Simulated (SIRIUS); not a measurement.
# Al (Fm-3m) in SIRIUS: further runs, part 2 of 2

SIRIUS 7.12.0. The steps go on from the part before.

## Step 4: Equation of state, WC, 16.27 Å³/atom (volume scaled by 0.98)

File sirius.json:

```json
{
  "control": {
    "processing_unit": "cpu",
    "std_evp_solver_name": "lapack",
    "gen_evp_solver_name": "lapack",
    "verbosity": 2,
    "print_forces": false,
    "ortho_rf": true,
    "use_second_variation": true,
    "rmt_max": 3.0,
    "num_bands_to_print": 12,
    "save_wf": true
  },
  "parameters": {
    "electronic_structure_method": "full_potential_lapwlo",
    "xc_functionals": ["XC_GGA_X_WC", "XC_GGA_C_PBE"],
    "core_relativity": "dirac",
    "valence_relativity": "iora",
    "num_fv_states": 12,
    "smearing": "fermi_dirac",
    "smearing_width": 0.0018374661,
    "pw_cutoff": 20,
    "gk_cutoff": 3.41,
    "lmax_apw": 10,
    "lmax_rho": 8,
    "lmax_pot": 8,
    "num_mag_dims": 0,
    "auto_rmt": 0,
    "ngridk": [11, 11, 11],
    "shiftk": [0, 0, 0],
    "num_dft_iter": 80,
    "energy_tol": 1e-07,
    "density_tol": 1e-05,
    "use_symmetry": true
  },
  "settings": {"tol_ne": 1e-10},
  "iterative_solver": {"type": "exact"},
  "mixer": {"type": "anderson", "beta": 0.5, "max_history": 8},
  "unit_cell": {
    "lattice_vectors": [[0.0, 3.8006460856, 3.8006460856], [3.8006460856, 0.0, 3.8006460856], [3.8006460856, 3.8006460856, 0.0]],
    "atom_types": ["Al"],
    "atom_files": {"Al": "Al.json"},
    "atoms": {"Al": [[0.0, 0.0, 0.0]]}
  }
}
```

File Al.json:

```json
{
  "name": "aluminium",
  "symbol": "Al",
  "number": 13,
  "mass": 26.9815386,
  "rmin": 1e-06,
  "rmt": 2.29,
  "nrmt": 800,
  "rinf": 20.43,
  "core": "1s",
  "valence": [
    {"basis": [{"enu": 0.06, "dme": 0, "n": 0, "auto": 0}, {"enu": 0.06, "dme": 1, "n": 0, "auto": 0}]},
    {"l": 0, "n": 1, "basis": [{"enu": 0.1173, "dme": 0, "n": 0, "auto": 0}]},
    {"l": 1, "n": 2, "basis": [{"enu": 0.16, "dme": 0, "n": 0, "auto": 0}]},
    {"l": 2, "n": 3, "basis": [{"enu": 0.16, "dme": 0, "n": 0, "auto": 0}]},
    {"l": 3, "n": 4, "basis": [{"enu": 0.16, "dme": 0, "n": 0, "auto": 0}]}
  ],
  "lo": [
    {
      "l": 0,
      "basis": [{"enu": 0.1173, "dme": 0, "n": 0, "auto": 0}, {"enu": 0.1173, "dme": 1, "n": 0, "auto": 0}]
    },
    {
      "l": 0,
      "basis": [{"enu": -3.685, "dme": 0, "n": 2, "auto": 1}, {"enu": -3.685, "dme": 1, "n": 2, "auto": 1}]
    },
    {
      "l": 0,
      "basis": [{"enu": -3.685, "dme": 1, "n": 2, "auto": 1}, {"enu": 0.1173, "dme": 0, "n": 0, "auto": 0}]
    },
    {
      "l": 0,
      "basis": [{"enu": 0.1173, "dme": 0, "n": 0, "auto": 0}, {"enu": 3.1684, "dme": 0, "n": 0, "auto": 0}]
    },
    {"l": 1, "basis": [{"enu": 0.16, "dme": 0, "n": 0, "auto": 0}, {"enu": 0.16, "dme": 1, "n": 0, "auto": 0}]},
    {
      "l": 1,
      "basis": [{"enu": -2.2997, "dme": 0, "n": 2, "auto": 1}, {"enu": -2.2997, "dme": 1, "n": 2, "auto": 1}]
    },
    {
      "l": 1,
      "basis": [{"enu": -2.2997, "dme": 1, "n": 2, "auto": 1}, {"enu": 0.16, "dme": 0, "n": 0, "auto": 0}]
    },
    {"l": 1, "basis": [{"enu": 0.16, "dme": 0, "n": 0, "auto": 0}, {"enu": 3.6687, "dme": 0, "n": 0, "auto": 0}]},
    {"l": 2, "basis": [{"enu": 0.16, "dme": 0, "n": 0, "auto": 0}, {"enu": 0.16, "dme": 1, "n": 0, "auto": 0}]},
    {"l": 2, "basis": [{"enu": 0.16, "dme": 1, "n": 0, "auto": 0}, {"enu": 0.16, "dme": 2, "n": 0, "auto": 0}]},
    {"l": 2, "basis": [{"enu": 0.16, "dme": 0, "n": 0, "auto": 0}, {"enu": 3.1348, "dme": 0, "n": 0, "auto": 0}]},
    {"l": 3, "basis": [{"enu": 0.16, "dme": 0, "n": 0, "auto": 0}, {"enu": 0.16, "dme": 1, "n": 0, "auto": 0}]}
  ],
  "free_atom": [... radial grid and density of the free atom, the start of the SCF ...]
}
```

File sirius_start.json:

```json
{
  "control": {
    "processing_unit": "cpu",
    "std_evp_solver_name": "lapack",
    "gen_evp_solver_name": "lapack",
    "verbosity": 1,
    "print_forces": false,
    "ortho_rf": true,
    "use_second_variation": true,
    "rmt_max": 3.0,
    "num_bands_to_print": 12,
    "save_wf": false
  },
  "parameters": {
    "electronic_structure_method": "full_potential_lapwlo",
    "xc_functionals": ["XC_LDA_X", "XC_LDA_C_PW"],
    "core_relativity": "dirac",
    "valence_relativity": "iora",
    "num_fv_states": 12,
    "smearing": "fermi_dirac",
    "smearing_width": 0.0055123983,
    "pw_cutoff": 20,
    "gk_cutoff": 2.72,
    "lmax_apw": 10,
    "lmax_rho": 8,
    "lmax_pot": 8,
    "num_mag_dims": 0,
    "auto_rmt": 0,
    "ngridk": [4, 4, 4],
    "shiftk": [0, 0, 0],
    "num_dft_iter": 30,
    "energy_tol": 0.01,
    "density_tol": 0.05,
    "use_symmetry": true
  },
  "settings": {"tol_ne": 1e-10},
  "iterative_solver": {"type": "exact"},
  "mixer": {"type": "anderson", "beta": 0.5, "max_history": 8},
  "unit_cell": {
    "lattice_vectors": [[0.0, 3.8006460856, 3.8006460856], [3.8006460856, 0.0, 3.8006460856], [3.8006460856, 3.8006460856, 0.0]],
    "atom_types": ["Al"],
    "atom_files": {"Al": "Al.json"},
    "atoms": {"Al": [[0.0, 0.0, 0.0]]}
  }
}
```

Command:

```sh
$ OMP_NUM_THREADS=1 sirius.scf --input=sirius_start.json --output=start.json
$ OMP_NUM_THREADS=1 sirius.scf --input=sirius.json --output=output.json --task=1
```

It took 11 s on 1 thread of Arm Neoverse V2, shared host; peak memory 0.28 GiB.

It converged, with:

| Item | Value |
| --- | --- |
| Free energy | -6601.9981 eV |
| Band gap on the k mesh | none (metal or under the smearing width) |
| All electrons inside the program's atomic spheres | Al 11.40 (radii Al 2.29 bohr) |

## Step 5: Equation of state, WC, 16.60 Å³/atom

sirius.json: that of step 4 with these lines changed.

```diff
@@ -39,3 +39,3 @@
   "unit_cell": {
-    "lattice_vectors": [[0.0, 3.8006460856, 3.8006460856], [3.8006460856, 0.0, 3.8006460856], [3.8006460856, 3.8006460856, 0.0]],
+    "lattice_vectors": [[0.0, 3.8263269058, 3.8263269058], [3.8263269058, 0.0, 3.8263269058], [3.8263269058, 3.8263269058, 0.0]],
     "atom_types": ["Al"],
```

File Al.json:

```json
{
  "name": "aluminium",
  "symbol": "Al",
  "number": 13,
  "mass": 26.9815386,
  "rmin": 1e-06,
  "rmt": 2.29,
  "nrmt": 800,
  "rinf": 20.43,
  "core": "1s",
  "valence": [
    {"basis": [{"enu": 0.05, "dme": 0, "n": 0, "auto": 0}, {"enu": 0.05, "dme": 1, "n": 0, "auto": 0}]},
    {"l": 0, "n": 1, "basis": [{"enu": 0.1073, "dme": 0, "n": 0, "auto": 0}]},
    {"l": 1, "n": 2, "basis": [{"enu": 0.15, "dme": 0, "n": 0, "auto": 0}]},
    {"l": 2, "n": 3, "basis": [{"enu": 0.15, "dme": 0, "n": 0, "auto": 0}]},
    {"l": 3, "n": 4, "basis": [{"enu": 0.15, "dme": 0, "n": 0, "auto": 0}]}
  ],
  "lo": [
    {
      "l": 0,
      "basis": [{"enu": 0.1073, "dme": 0, "n": 0, "auto": 0}, {"enu": 0.1073, "dme": 1, "n": 0, "auto": 0}]
    },
    {
      "l": 0,
      "basis": [{"enu": -3.695, "dme": 0, "n": 2, "auto": 1}, {"enu": -3.695, "dme": 1, "n": 2, "auto": 1}]
    },
    {
      "l": 0,
      "basis": [{"enu": -3.695, "dme": 1, "n": 2, "auto": 1}, {"enu": 0.1073, "dme": 0, "n": 0, "auto": 0}]
    },
    {
      "l": 0,
      "basis": [{"enu": 0.1073, "dme": 0, "n": 0, "auto": 0}, {"enu": 3.1584, "dme": 0, "n": 0, "auto": 0}]
    },
    {"l": 1, "basis": [{"enu": 0.15, "dme": 0, "n": 0, "auto": 0}, {"enu": 0.15, "dme": 1, "n": 0, "auto": 0}]},
    {
      "l": 1,
      "basis": [{"enu": -2.3097, "dme": 0, "n": 2, "auto": 1}, {"enu": -2.3097, "dme": 1, "n": 2, "auto": 1}]
    },
    {
      "l": 1,
      "basis": [{"enu": -2.3097, "dme": 1, "n": 2, "auto": 1}, {"enu": 0.15, "dme": 0, "n": 0, "auto": 0}]
    },
    {"l": 1, "basis": [{"enu": 0.15, "dme": 0, "n": 0, "auto": 0}, {"enu": 3.6587, "dme": 0, "n": 0, "auto": 0}]},
    {"l": 2, "basis": [{"enu": 0.15, "dme": 0, "n": 0, "auto": 0}, {"enu": 0.15, "dme": 1, "n": 0, "auto": 0}]},
    {"l": 2, "basis": [{"enu": 0.15, "dme": 1, "n": 0, "auto": 0}, {"enu": 0.15, "dme": 2, "n": 0, "auto": 0}]},
    {"l": 2, "basis": [{"enu": 0.15, "dme": 0, "n": 0, "auto": 0}, {"enu": 3.1248, "dme": 0, "n": 0, "auto": 0}]},
    {"l": 3, "basis": [{"enu": 0.15, "dme": 0, "n": 0, "auto": 0}, {"enu": 0.15, "dme": 1, "n": 0, "auto": 0}]}
  ],
  "free_atom": [... radial grid and density of the free atom, the start of the SCF ...]
}
```

sirius_start.json: that of step 4 with these lines changed.

```diff
@@ -39,3 +39,3 @@
   "unit_cell": {
-    "lattice_vectors": [[0.0, 3.8006460856, 3.8006460856], [3.8006460856, 0.0, 3.8006460856], [3.8006460856, 3.8006460856, 0.0]],
+    "lattice_vectors": [[0.0, 3.8263269058, 3.8263269058], [3.8263269058, 0.0, 3.8263269058], [3.8263269058, 3.8263269058, 0.0]],
     "atom_types": ["Al"],
```

Command:

```sh
$ OMP_NUM_THREADS=1 sirius.scf --input=sirius_start.json --output=start.json
$ OMP_NUM_THREADS=1 sirius.scf --input=sirius.json --output=output.json --task=1
```

Wall time 11 s (1 thread of Arm Neoverse V2, shared host); peak memory 0.28 GiB.

It converged, with:

```yaml
Free_energy: -6601.9964 eV
Band_gap_on_the_k_mesh: none (metal or under the smearing width)
All_electrons_inside_the_program's_atomic_spheres: Al 11.38 (radii Al 2.29 bohr)
```

## Step 6: Equation of state, WC, 16.93 Å³/atom (volume scaled by 1.02)

sirius.json: that of step 5 with these lines changed.

```diff
@@ -39,3 +39,3 @@
   "unit_cell": {
-    "lattice_vectors": [[0.0, 3.8263269058, 3.8263269058], [3.8263269058, 0.0, 3.8263269058], [3.8263269058, 3.8263269058, 0.0]],
+    "lattice_vectors": [[0.0, 3.8516675575, 3.8516675575], [3.8516675575, 0.0, 3.8516675575], [3.8516675575, 3.8516675575, 0.0]],
     "atom_types": ["Al"],
```

Al.json is that of step 5.

sirius_start.json: that of step 5 with these lines changed.

```diff
@@ -39,3 +39,3 @@
   "unit_cell": {
-    "lattice_vectors": [[0.0, 3.8263269058, 3.8263269058], [3.8263269058, 0.0, 3.8263269058], [3.8263269058, 3.8263269058, 0.0]],
+    "lattice_vectors": [[0.0, 3.8516675575, 3.8516675575], [3.8516675575, 0.0, 3.8516675575], [3.8516675575, 3.8516675575, 0.0]],
     "atom_types": ["Al"],
```

Potentials or basis: all-electron FP-LAPW, apw+lo standard.

Command:

```sh
$ OMP_NUM_THREADS=1 sirius.scf --input=sirius_start.json --output=start.json
$ OMP_NUM_THREADS=1 sirius.scf --input=sirius.json --output=output.json --task=1
```

It took 11 s on 1 thread of Arm Neoverse V2, shared host; peak memory 0.28 GiB.

It converged, with:

```
Free energy                                       : -6601.9916 eV
Band gap on the k mesh                            : none (metal or under the smearing width)
All electrons inside the program's atomic spheres : Al 11.36 (radii Al 2.29 bohr)
```

## Step 7: Equation of state, WC, 17.27 Å³/atom (volume scaled by 1.04)

sirius.json: that of step 6 with these lines changed.

```diff
@@ -39,3 +39,3 @@
   "unit_cell": {
-    "lattice_vectors": [[0.0, 3.8516675575, 3.8516675575], [3.8516675575, 0.0, 3.8516675575], [3.8516675575, 3.8516675575, 0.0]],
+    "lattice_vectors": [[0.0, 3.8766790868, 3.8766790868], [3.8766790868, 0.0, 3.8766790868], [3.8766790868, 3.8766790868, 0.0]],
     "atom_types": ["Al"],
```

File Al.json:

```json
{
  "name": "aluminium",
  "symbol": "Al",
  "number": 13,
  "mass": 26.9815386,
  "rmin": 1e-06,
  "rmt": 2.29,
  "nrmt": 800,
  "rinf": 20.43,
  "core": "1s",
  "valence": [
    {"basis": [{"enu": 0.04, "dme": 0, "n": 0, "auto": 0}, {"enu": 0.04, "dme": 1, "n": 0, "auto": 0}]},
    {"l": 0, "n": 1, "basis": [{"enu": 0.0973, "dme": 0, "n": 0, "auto": 0}]},
    {"l": 1, "n": 2, "basis": [{"enu": 0.14, "dme": 0, "n": 0, "auto": 0}]},
    {"l": 2, "n": 3, "basis": [{"enu": 0.14, "dme": 0, "n": 0, "auto": 0}]},
    {"l": 3, "n": 4, "basis": [{"enu": 0.14, "dme": 0, "n": 0, "auto": 0}]}
  ],
  "lo": [
    {
      "l": 0,
      "basis": [{"enu": 0.0973, "dme": 0, "n": 0, "auto": 0}, {"enu": 0.0973, "dme": 1, "n": 0, "auto": 0}]
    },
    {
      "l": 0,
      "basis": [{"enu": -3.705, "dme": 0, "n": 2, "auto": 1}, {"enu": -3.705, "dme": 1, "n": 2, "auto": 1}]
    },
    {
      "l": 0,
      "basis": [{"enu": -3.705, "dme": 1, "n": 2, "auto": 1}, {"enu": 0.0973, "dme": 0, "n": 0, "auto": 0}]
    },
    {
      "l": 0,
      "basis": [{"enu": 0.0973, "dme": 0, "n": 0, "auto": 0}, {"enu": 3.1484, "dme": 0, "n": 0, "auto": 0}]
    },
    {"l": 1, "basis": [{"enu": 0.14, "dme": 0, "n": 0, "auto": 0}, {"enu": 0.14, "dme": 1, "n": 0, "auto": 0}]},
    {
      "l": 1,
      "basis": [{"enu": -2.3197, "dme": 0, "n": 2, "auto": 1}, {"enu": -2.3197, "dme": 1, "n": 2, "auto": 1}]
    },
    {
      "l": 1,
      "basis": [{"enu": -2.3197, "dme": 1, "n": 2, "auto": 1}, {"enu": 0.14, "dme": 0, "n": 0, "auto": 0}]
    },
    {"l": 1, "basis": [{"enu": 0.14, "dme": 0, "n": 0, "auto": 0}, {"enu": 3.6487, "dme": 0, "n": 0, "auto": 0}]},
    {"l": 2, "basis": [{"enu": 0.14, "dme": 0, "n": 0, "auto": 0}, {"enu": 0.14, "dme": 1, "n": 0, "auto": 0}]},
    {"l": 2, "basis": [{"enu": 0.14, "dme": 1, "n": 0, "auto": 0}, {"enu": 0.14, "dme": 2, "n": 0, "auto": 0}]},
    {"l": 2, "basis": [{"enu": 0.14, "dme": 0, "n": 0, "auto": 0}, {"enu": 3.1148, "dme": 0, "n": 0, "auto": 0}]},
    {"l": 3, "basis": [{"enu": 0.14, "dme": 0, "n": 0, "auto": 0}, {"enu": 0.14, "dme": 1, "n": 0, "auto": 0}]}
  ],
  "free_atom": [... radial grid and density of the free atom, the start of the SCF ...]
}
```

sirius_start.json: that of step 6 with these lines changed.

```diff
@@ -39,3 +39,3 @@
   "unit_cell": {
-    "lattice_vectors": [[0.0, 3.8516675575, 3.8516675575], [3.8516675575, 0.0, 3.8516675575], [3.8516675575, 3.8516675575, 0.0]],
+    "lattice_vectors": [[0.0, 3.8766790868, 3.8766790868], [3.8766790868, 0.0, 3.8766790868], [3.8766790868, 3.8766790868, 0.0]],
     "atom_types": ["Al"],
```

Command:

```sh
$ OMP_NUM_THREADS=1 sirius.scf --input=sirius_start.json --output=start.json
$ OMP_NUM_THREADS=1 sirius.scf --input=sirius.json --output=output.json --task=1
```

Run time: 11 s. Hardware: 1 thread of Arm Neoverse V2, shared host; peak memory 0.28 GiB.

It converged, with:

```yaml
Free_energy: -6601.9840 eV
Band_gap_on_the_k_mesh: none (metal or under the smearing width)
All_electrons_inside_the_program's_atomic_spheres: Al 11.35 (radii Al 2.29 bohr)
```

## Step 8: Equation of state, WC, 17.60 Å³/atom (volume scaled by 1.06)

sirius.json: that of step 7 with these lines changed.

```diff
@@ -39,3 +39,3 @@
   "unit_cell": {
-    "lattice_vectors": [[0.0, 3.8766790868, 3.8766790868], [3.8766790868, 0.0, 3.8766790868], [3.8766790868, 3.8766790868, 0.0]],
+    "lattice_vectors": [[0.0, 3.9013719759, 3.9013719759], [3.9013719759, 0.0, 3.9013719759], [3.9013719759, 3.9013719759, 0.0]],
     "atom_types": ["Al"],
```

Al.json is that of step 7.

sirius_start.json: that of step 7 with these lines changed.

```diff
@@ -39,3 +39,3 @@
   "unit_cell": {
-    "lattice_vectors": [[0.0, 3.8766790868, 3.8766790868], [3.8766790868, 0.0, 3.8766790868], [3.8766790868, 3.8766790868, 0.0]],
+    "lattice_vectors": [[0.0, 3.9013719759, 3.9013719759], [3.9013719759, 0.0, 3.9013719759], [3.9013719759, 3.9013719759, 0.0]],
     "atom_types": ["Al"],
```

Command:

```sh
$ OMP_NUM_THREADS=1 sirius.scf --input=sirius_start.json --output=start.json
$ OMP_NUM_THREADS=1 sirius.scf --input=sirius.json --output=output.json --task=1
```

Run time: 11 s. Hardware: 1 thread of Arm Neoverse V2, shared host; peak memory 0.28 GiB.

Results (log left out):

```
Free energy                                       : -6601.9740 eV
Band gap on the k mesh                            : none (metal or under the smearing width)
All electrons inside the program's atomic spheres : Al 11.33 (radii Al 2.29 bohr)
```

## Step 9: Equation of state, WC

Potentials or basis: all-electron FP-LAPW, apw+lo standard.

This step only gathers the single runs of the series.

What came out:

```
Equilibrium volume                      : 16.26 Å³/atom
Bulk modulus                            : 81 GPa
Pressure derivative of the bulk modulus : 4.5
```

Energy against volume, from the lowest point:
```tsv
volume (Å³/atom)	energy (meV/atom)
15.607	7.25
15.939	1.73
16.271	0.00
16.603	1.72
16.935	6.56
17.267	14.09
17.599	24.11
```

## Step 10: Against experiment

Step 9. Against the measured bulk modulus of Al, 76.9 GPa (quoted in “The interpretation of polycrystalline coherent inelastic neutron scattering from aluminium”, 2013, pmc:3831299), the calculated 81 GPa is off by +5.7 %. The fit is for a static lattice scaled at fixed shape and fixed fractional positions. The cell as given is a measured one (16.60 Å³/atom); WC puts the equilibrium volume -2.0 % from it, thermal expansion not counted.
